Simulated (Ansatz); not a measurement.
I need a phonon calculation by linear response of ZnO, space group P6_3mc. Use Ansatz 0.2.0 through its Python package. Settings: PBEsol, PAW, cutoff 510 eV, 6×6×4 k-points, fixed occupations.

Input file `POSCAR_zno`:
```text
ZnO
1.0
   3.24930800    0.00000000    0.00000000
  -1.62465400    2.81398327    0.00000000
   0.00000000    0.00000000    5.20570900
Zn O
2 2
Direct
   0.33333333    0.66666667    0.50000000
   0.66666667    0.33333333    0.00000000
   0.66666667    0.33333333    0.37901000
   0.33333333    0.66666667    0.87901000
```

`zno_dfpt.py`:
```python
from pathlib import Path

import ansatz as az
from ase.io import read
import numpy as np


def main() -> None:
    atoms = read("POSCAR_zno", format="vasp")
    structure = az.Crystal.from_ase(atoms)

    base = (
        structure.calculation()
        .functional("pbesol")
        .basis(510)
        .occupations("fixed")
        .kpoints(6, 6, 4)
        .phonons("dfpt", points=[(0, 0, 0), (0, 0, 0.5)])
    )
    res = base.run(threads=1, pin="off", runs_dir="runs")
    ph = res.phonons

    for q in ph.qpoints:
        thz = np.asarray(q.omega_inv_cm) / 33.35641
        print("q = ({:.2f}, {:.2f}, {:.2f})".format(*q.q_frac), np.round(thz, 2) + 0.0, "THz")


if __name__ == "__main__":
    main()
```

`python zno_dfpt.py` gives:
```text
q = (0.00, 0.00, 0.00) [ 0.    0.    0.    2.66  2.66  7.51 11.15 11.27 11.27 12.26 12.26 15.93] THz
q = (0.00, 0.00, 0.50) [ 2.02  2.02  2.02  2.02  5.41  5.41 11.77 11.77 11.77 11.77 16.09 16.09] THz
```

Reading the output:
- The cell isn't relaxed first, so the values belong to this volume.
- No non-analytic term is added, so at the zone centre the longitudinal optical modes of a polar crystal aren't split off.
- The structure is a deposited one; some such entries were measured under pressure or heat, so a shift against it needn't be the functional's error alone.
- The structure is taken as given; imaginary modes can come from an unrelaxed or unstable start.
- The whole script took 52 s on 1 thread of Arm Neoverse V1 (shared host), peak memory 0.63 GiB.
